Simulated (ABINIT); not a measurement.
Runs of ABINIT 10.8.3 (patched build) on Ga. The structure is hexagonal, space group P6/mmm (No. 191). The conventional cell has a = 4.449 Å, b = 4.449 Å, c = 2.765 Å, α = 90.00°, β = 90.00°, γ = 120.00°. Ga (site symmetry -6m2) is surrounded by 5 Ga at 2.57 to 2.77 Å. The cell was built by a generator and needn't be a form met in nature.

```tsv
level	gap on the mesh (eV)	pressure (GPa)
BLYP	none	3.4
AM05	none	-2.2
LDA	none	-4.1
PW91	none	(a)
r2SCAN	none	-2.2
revPBE	none	1.3
PBEsol	none	-2.4
WC	none	-2.4
```

Alike in all rows: task single point; potentials or basis JTH PAW PBE v2.0; no spin polarisation; cell as given; k mesh 7 × 7 × 10; cutoff (eV) 544; smearing fermi-dirac 0.05 eV.

Problem. Estimate the missing entries.

Solution. (a) 0.0.

Caveats: the PAW data sets were made with another functional, which shifts forces and pressure a little.

A k mesh can miss the band edges, and the runs leave out spin-orbit coupling on Ga.

A gap of «none» marks a metal or a gap under the smearing width.

Runs at the PBE level aren't shown here.
